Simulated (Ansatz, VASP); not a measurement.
**One calculation of Rh, two programs**

The input INCAR:

```
SYSTEM = Rh
PREC = Accurate
ENCUT = 520
EDIFF = 1E-7
ISMEAR = -1
SIGMA = 0.08
LREAL = .False.
LASPH = .True.
NELM = 100
ALGO = Normal
ISIF = 2
LWAVE = .False.
LCHARG = .False.
GGA = PS
NBANDS = 14
```

File KPOINTS:

```
regular mesh
0
Gamma
  16 16 16
  0 0 0
```

Contents of POSCAR:

```
Rh
1.0
    0.0000000000      1.8887875349      1.8887875349
    1.8887875349      0.0000000000      1.8887875349
    1.8887875349      1.8887875349      0.0000000000
Rh
1
Direct
    0.0000000000      0.0000000000      0.0000000000
```

Input for Ansatz:

```yaml
crystal:
  lattice:
    - [0.0, 1.8887875349, 1.8887875349]
    - [1.8887875349, 0.0, 1.8887875349]
    - [1.8887875349, 1.8887875349, 0.0]
  atoms:
    - { symbol: Rh, position: [0.0, 0.0, 0.0] }
kpoints:
  mp_grid: { grid: [16, 16, 16] }
  band_path:
    path:
      - [0.0, 0.0, 0.0]
      - [0.5, 0.0, 0.5]
      - [0.625, 0.25, 0.625]
      - [0.375, 0.375, 0.75]
      - [0.0, 0.0, 0.0]
      - [0.5, 0.5, 0.5]
      - [0.5, 0.25, 0.75]
      - [0.5, 0.0, 0.5]
    npoints: 5
scf:
  occupations: { method: fermi_dirac, width: 0.08 }
hamiltonian:
  xc: pbesol
  pseudopotentials: { kind: all_electron, lapw: { basis_error: 0.001 } }
output:
  forces: true
  stress: true
  eigenvalues: true
```

Change from the starting cell: volume scaled by 0.98.

Alike in both runs: task single point; functional PBEsol; k mesh 16 × 16 × 16; occupations fermi-dirac, width 0.08 eV; no spin polarisation.

|  | VASP | Ansatz |
| --- | --- | --- |
| version | VASP 6.6.1 | Ansatz 0.2.0 |
| potentials or method | VASP PAW PBE potentials, release 64 (Rh_pv) | all-electron LAPW, scalar-relativistic |
| plane-wave cutoff (eV) | 520 | see its input |

```tsv
	VASP	Ansatz	Ansatz less VASP
pressure (GPa)	0.8	0.8	+0.06
```

Ansatz ran all-electron here, so the differences hold the error of VASP's frozen core and of both bases.

Caveats: the PAW data sets were made with another functional, which shifts forces and pressure a little (VASP).
